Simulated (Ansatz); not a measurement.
AlN under changes of volume

One of the cells (10.451 Å³/atom); the others are scaled copies at fixed shape and fractional positions:

```
Al N
1.0
     3.11300    0.00000    0.00000
    -1.55650    2.69594    0.00000
     0.00000    0.00000    4.98100
Al N
2 2
Direct
  0.66667 0.33333 0.50000
  0.33333 0.66667 0.00000
  0.66667 0.33333 0.88000
  0.33333 0.66667 0.38000
```

* Program: Ansatz 0.2.0
* Functional: BLYP
* Potentials or basis: Ansatz PAW
* Cutoff: 420 eV (not typed: the program's choice for these potentials)
* k mesh: 10 × 10 × 6
* Occupations: fermi-dirac, width 0.05 eV
* Spin: no spin polarisation

```csv
volume (Å³/atom),energy over the lowest point (meV/atom),pressure (GPa),gap on the mesh (eV),largest force (eV/Å)
9.824,60.03,21.3,5.08,0.163
10.033,35.83,15.9,4.88,0.145
10.242,18.30,11.0,4.69,0.129
10.451,6.86,6.6,4.51,0.113
10.660,0.91,2.6,4.33,0.098
10.869,0.00,-1.1,4.16,0.085
11.078,?,?,?,?
```

Question: What does the run at 11.078 Å³/atom give?

Answer: Energy over the lowest point 3.63 meV/atom; pressure -4.4 GPa; gap on the mesh 3.99 eV; largest force 0.072 eV/Å.

Worked out: A Birch-Murnaghan fit of order 3 (a polynomial in V^(-2/3)) to the other rows has its minimum at 10.80 Å³/atom with B0 = V·E''(V) = 186 GPa and B' = 3.9 at fixed shape and positions, which overstates the stiffness. It gives 3.65 meV/atom at 11.078 Å³/atom, against the run's 3.63, and -dE/dV = -4.4 GPa, against -4.4. A straight line through the other rows of the gap, of slope -9.09 eV per unit of ln V (its deformation potential), extrapolates to 3.98 eV, against the run's 3.99.

Energies are extrapolated to zero smearing.

Caveats: the PAW data sets come from PBE, with cores solved anew for the run's functional, which leaves a small shift of forces and pressure.

A mesh can miss the band edges.
